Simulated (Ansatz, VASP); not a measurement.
## Ti6C in VASP and in Ansatz

```xyz
7
Lattice="6.2262 0.0000 0.0000 0.0000 6.2262 0.0000 0.0000 0.0000 6.2262" Properties=species:S:1:pos:R:3 pbc="T T T"
Ti    4.0742    0.0000    0.0000
Ti    2.1520    0.0000    0.0000
Ti    0.0000    4.0742    0.0000
Ti    0.0000    2.1520    0.0000
Ti    0.0000    0.0000    4.0742
Ti    0.0000    0.0000    2.1520
C     0.0000    0.0000    0.0000
```

Alike in both runs: task relaxation of cell and atoms; functional PBE; k mesh 6 × 6 × 6; occupations gaussian, width 0.1 eV; no spin polarisation.

```csv
,VASP,Ansatz
version,VASP 6.6.1,Ansatz 0.2.0
potentials or method,"VASP PAW PBE potentials, release 64 (Ti_sv, C)","scalar-relativistic, plane waves, PAW"
plane-wave cutoff (eV),600,420
valence electrons in the cell,76,76
```

|  | VASP | Ansatz | Ansatz less VASP |
| --- | --- | --- | --- |
| gap on the k mesh at the Fermi level, each at its own relaxed structure (eV) | none | none | - |
| relaxed volume (Å³/atom) | 34.57 | 34.50 | -0.073 |
| relaxed cell length with the largest relative difference (Å) | 6.232 | 6.227 | -0.0044 |
| energy change over the relaxation (meV/atom) | -6 | 0 | +6.0 |

A gap of «none» marks a metal or a gap that the smearing closes.
